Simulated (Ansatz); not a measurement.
Al2Pt:

```
CELL_PARAMETERS angstrom
0.00000 2.95500 2.95500
2.95500 0.00000 2.95500
2.95500 2.95500 0.00000
ATOMIC_POSITIONS crystal
Pt 0.00000 0.00000 0.00000
Al 0.75000 0.75000 0.75000
Al 0.25000 0.25000 0.25000
```

| Property | Result |
| --- | --- |
| Program | Ansatz 0.2.0 |
| Task | relaxation of cell and atoms |
| Functional | PBEsol |
| Dispersion | D3(BJ)-ATM |
| Potentials or basis | Ansatz PAW |
| Cutoff | 420 eV (not typed: the program's choice for these potentials) |
| k mesh | 8 × 8 × 8 |
| Occupations | fermi-dirac, width 0.05 eV |
| Spin | no spin polarisation |

At the start: volume 17.20 Å³/atom.

Where does the relaxation end?

It ends after 5 steps and the volume is 16.70 Å³/atom (-2.9 %); space group Fm-3m (No. 225, to 0.05 Å).

The path:
```
step  energy change (eV)  largest force (eV/Å)  volume (Å³)
   1              0.0000                0.0000        51.61
   2             -0.0180                0.0000        49.62
   3             -0.0200                0.0000        50.13
   4             -0.0201                0.0000        50.11
   5             -0.0196                0.0000        50.11
```

Final structure:
```cif
data_structure
_symmetry_space_group_name_H-M 'P 1'
_symmetry_Int_Tables_number 1
_cell_length_a 4.1381
_cell_length_b 4.1381
_cell_length_c 4.1381
_cell_angle_alpha 60.000
_cell_angle_beta 60.000
_cell_angle_gamma 60.000
_cell_volume 50.11
loop_
_atom_site_label
_atom_site_type_symbol
_atom_site_fract_x
_atom_site_fract_y
_atom_site_fract_z
_atom_site_occupancy
Pt1 Pt 0.00000 0.00000 0.00000 1
Al1 Al 0.75000 0.75000 0.75000 1
Al2 Al 0.25000 0.25000 0.25000 1
```

Caveat: the plane-wave basis is chosen anew once the cell has moved, so the energies of steps on either side of that aren't comparable; pairwise dispersion overbinds metals, which lowers pressure and volume; the PAW data sets come from PBE, with cores solved anew for the run's functional, which leaves a small shift of forces and pressure.
